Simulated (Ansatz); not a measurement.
# CuI: the cost of one run

Program: Ansatz 0.2.0. PAW datasets, plane waves. The values are computed, spin-unpolarised, and not measurements.

### Step 1. The cell

The unstrained cell was relaxed with r2SCAN; in each strained cell the atoms were relaxed again with r2SCAN. Names of k-points are those of the unstrained zone, where strain can split equivalent points. First state: no strain.

It is cubic, F-43m (No. 216); a = 6.024 Å in the conventional setting, 27.33 Å³ an atom. Around Cu lie 4 I at 2.61 Å; around I lie 4 Cu at 2.61 Å.

As a file:

```cif
data_structure
_symmetry_space_group_name_H-M 'P 1'
_symmetry_Int_Tables_number 1
_cell_length_a 4.2597
_cell_length_b 4.2597
_cell_length_c 4.2597
_cell_angle_alpha 60.000
_cell_angle_beta 60.000
_cell_angle_gamma 60.000
_cell_volume 54.65
loop_
_atom_site_label
_atom_site_type_symbol
_atom_site_fract_x
_atom_site_fract_y
_atom_site_fract_z
_atom_site_occupancy
Cu1 Cu 0.00000 0.00000 0.00000 1
I1 I 0.25000 0.25000 0.25000 1
```

### Step 2. No strain: PBE

File input.yaml:

```yaml
crystal:
  lattice:
    - [0.0, 3.0120290779, 3.0120290779]
    - [3.0120290779, 0.0, 3.0120290779]
    - [3.0120290779, 3.0120290779, 0.0]
  atoms:
    - { symbol: Cu, position: [0.0, 0.0, 0.0] }
    - { symbol: I, position: [0.25, 0.25, 0.25] }
kpoints:
  mp_grid: { grid: [8, 8, 8] }
  band_path:
    path:
      - [0.0, 0.0, 0.0]
      - [-0.5, -0.5, 0.0]
      - [-0.375, -0.375, 0.25]
      - [-0.375, 0.0, 0.375]
      - [0.0, 0.0, 0.5]
      - [-0.5, -0.25, 0.25]
    npoints: 1
hamiltonian:
  xc: pbe
scf:
  occupations: { method: fermi_dirac, width: 0.02 }
  n_extra_bands: 4
output:
  forces: true
  stress: true
  eigenvalues: true
  write_density: true
  write_potential: true
  elf: true
  volumetric_format: npy
```

Run with:

```bash
> ansatz run input.yaml --threads 2 --pin off --max-ram 2211MiB --backend cpu --events-out ev --progress --plain --runs-dir out
```

**Question.** How long does this run take on 2 threads of Arm Neoverse N1, shared host, and how much memory does it need?

About 4.5 s, with a peak of 0.4 GiB.
